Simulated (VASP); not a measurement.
Input of a VASP 6.6.1 run:

INCAR

```
PREC = Accurate
ENCUT = 600
EDIFF = 1E-7
ISMEAR = 0
SIGMA = 0.1
LREAL = F
LASPH = T
NELM = 60
ALGO = Normal
ISIF = 3
LWAVE = F
LCHARG = F
GGA = PE
IBRION = 2
NSW = 90
EDIFFG = -0.005
```

The input KPOINTS:

```
Automatic mesh
0
Gamma
  18 18 10
```

The input POSCAR:

```
Rh
1.0
    2.6923490400      0.0000000000      0.0000000000
   -1.3461745200      2.3316426600      0.0000000000
    0.0000000000      0.0000000000      4.3966059800
Rh
2
Direct
    0.3333333300      0.6666666700      0.2500000000
    0.6666666700      0.3333333300      0.7500000000
```

Potentials or basis: VASP PAW PBE potentials, release 64 (Rh_pv).

The run is started by

```bash
$ cat potpaw_PBE.64/Rh_pv/POTCAR > POTCAR
$ mpirun -np 1 vasp_std > vasp.out
```

Estimate the relaxed volume.

14.09 Å³/atom.

Estimate the band gap on the k mesh.

none (metal or under the smearing width).

Final structure:
```
Rh
1.0
     2.72409    0.00000    0.00000
    -1.36204    2.35913    0.00000
     0.00000    0.00000    4.38458
Rh
2
Direct
  0.33333 0.66667 0.25000
  0.66667 0.33333 0.75000
```
